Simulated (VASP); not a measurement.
Input of a VASP 6.6.1 run:

File POSCAR:

```
CaSe
1.0
    0.0000000000      2.9560000000      2.9560000000
    2.9560000000      0.0000000000      2.9560000000
    2.9560000000      2.9560000000      0.0000000000
Se Ca
1 1
Direct
    0.5000000000      0.5000000000      0.5000000000
    0.0000000000      0.0000000000      0.0000000000
```

Contents of INCAR.step1:

```
PREC = Accurate ; ENCUT = 520
ISMEAR = 0 ; SIGMA = 0.05
LREAL = F ; LASPH = T
NELM = 100 ; NBANDS = 15
GGA = PE ; ALGO = Normal
EDIFF = 1E-4 ; LWAVE = T
LCHARG = F
```

INCAR.step2

```
PREC = Accurate ; ENCUT = 520
EDIFF = 1E-6 ; ISMEAR = 0
SIGMA = 0.05 ; LREAL = F
LASPH = T ; NELM = 100
ALGO = Normal ; ISIF = 2
LWAVE = F ; LCHARG = T
METAGGA = R2SCAN ; LMIXTAU = T
LELF = T ; LVHAR = T
NBANDS = 15 ; ISTART = 1
```

The input KPOINTS:

```
Automatic mesh
0
Gamma
  7 7 7
```

Potentials or basis: VASP PAW PBE potentials, release 64 (Se, Ca_sv).

The run is started by

```console
$ cat potpaw_PBE.64/Se/POTCAR potpaw_PBE.64/Ca_sv/POTCAR > POTCAR
$ cp INCAR.step1 INCAR
$ mpirun -np 1 vasp_std > vasp.out
$ cp INCAR.step2 INCAR
$ mpirun -np 1 vasp_std > vasp.out
```

**Question.** Predict the band gap on the k mesh.

**Answer.** 2.55 eV, indirect (least direct gap 3.48 eV).

**Question.** Predict the pressure.

**Answer.** 0.9 GPa.

Caveat: the PAW data sets were made with another functional, which shifts forces and pressure a little.

**Measured values to compare with.**

From a printed reference work, monograph, original work of 1988, for a bulk crystal of CaSe at 2 K: band gap 3.85 eV (indirect).

Against the measured gap of CaSe, 3.85 eV (indirect; 2 K; a printed reference work, monograph, original work of 1988), the calculated 2.55 eV is off by -1.30 eV. Spin-orbit coupling on Se is left out. The value is that of r2SCAN on a finite k mesh, which can miss the band edges, without temperature or zero-point motion.
